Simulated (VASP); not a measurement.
Runs of VASP 6.6.1 on MgS (Niningerite). The structure is cubic, space group Fm-3m (No. 225). The conventional cell has a = 5.203 Å, b = 5.203 Å, c = 5.203 Å, α = 90.00°, β = 90.00°, γ = 90.00°. Around S (site symmetry m-3m) lie 6 Mg at 2.60 Å. Mg (site symmetry m-3m) is surrounded by 6 S at 2.60 Å. 

| task | level | potentials or basis | cell | k mesh | cutoff (eV) | smearing | ladder | k mesh for the DOS | grid for exact exchange (PRECFOCK) | screening parameter | exchange at q = 0 | gap on the mesh (eV) | pressure (GPa) | relaxed volume (Å³/atom) |
| --- | --- | --- | --- | --- | --- | --- | --- | --- | --- | --- | --- | --- | --- | --- |
| band structure | r2SCAN | VASP PAW PBE potentials, release 64 (S, Mg) | as given | 10 × 10 × 10 | 520 | gaussian 0.02 eV | gaps | - | - | - | - | (b) | -0.5 | - |
| relaxation of cell and atoms | PBE | VASP PAW PBE potentials, release 64 (S_GW, Mg_sv_GW) | relaxed | 9 × 9 × 9 | 900 | fermi-dirac 0.05 eV | - | - | - | - | - | (a) | -0.1 | 17.88 |
| relaxation of cell and atoms | PBE+dDsC | VASP PAW PBE potentials, release 64 (S, Mg) | relaxed | 9 × 9 × 9 | 600 | fermi-dirac 0.05 eV | - | - | - | - | - | (c) | 0.0 | 17.23 |
| relaxation of cell and atoms | HSE06 | VASP PAW PBE potentials, release 64 (S, Mg) | relaxed | 6 × 6 × 6 | 600 | gaussian 0.02 eV | gaps | - | Fast | 0.2 1/A | - | 3.79 | 0.0 | 17.45 |
| relaxation of cell and atoms | PBE+rVV10 | VASP PAW PBE potentials, release 64 (S, Mg) | relaxed | 9 × 9 × 9 | 600 | fermi-dirac 0.05 eV | - | - | - | - | - | 2.87 | 0.0 | 17.65 |
| single point | PBE | VASP PAW PBE potentials, release 64 (S_GW, Mg_GW) | as given | 9 × 9 × 9 | 550 | gaussian 0.02 eV | - | - | - | - | - | 2.90 | 0.9 | - |
| band structure | PBE0 | VASP PAW PBE potentials, release 64 (S, Mg) | as given | 6 × 6 × 6 | 520 | gaussian 0.02 eV | gaps | - | Fast | - | truncated | 4.48 | -0.7 | - |
| band structure | TB-mBJ | VASP PAW PBE potentials, release 64 (S, Mg) | as given | 10 × 10 × 10 | 520 | gaussian 0.02 eV | gaps | - | - | - | - | 4.00 | - | - |
| band structure | PBE+TS | VASP PAW PBE potentials, release 64 (S_h, Mg) | as given | 9 × 9 × 9 | 900 | gaussian 0.05 eV | - | - | - | - | - | 2.90 | - | - |
| band structure | LDA | VASP PAW LDA potentials, release 64 (S, Mg) | as given | 10 × 10 × 10 | 520 | gaussian 0.02 eV | gaps | - | - | - | - | 2.56 | -3.8 | - |

Alike in all rows: no spin polarisation.

Q: Estimate the missing entries.

A: (a) 2.88; (b) 3.43; (c) 2.95.

Caveats: the PAW data sets were made with another functional, which shifts forces and pressure a little (some runs); an odd mesh through Γ misses points on the zone boundary, where band edges often lie (some runs); the mesh misses the band edges, which the band path finds closer together (some runs).

Not every run made on this cell is shown here.
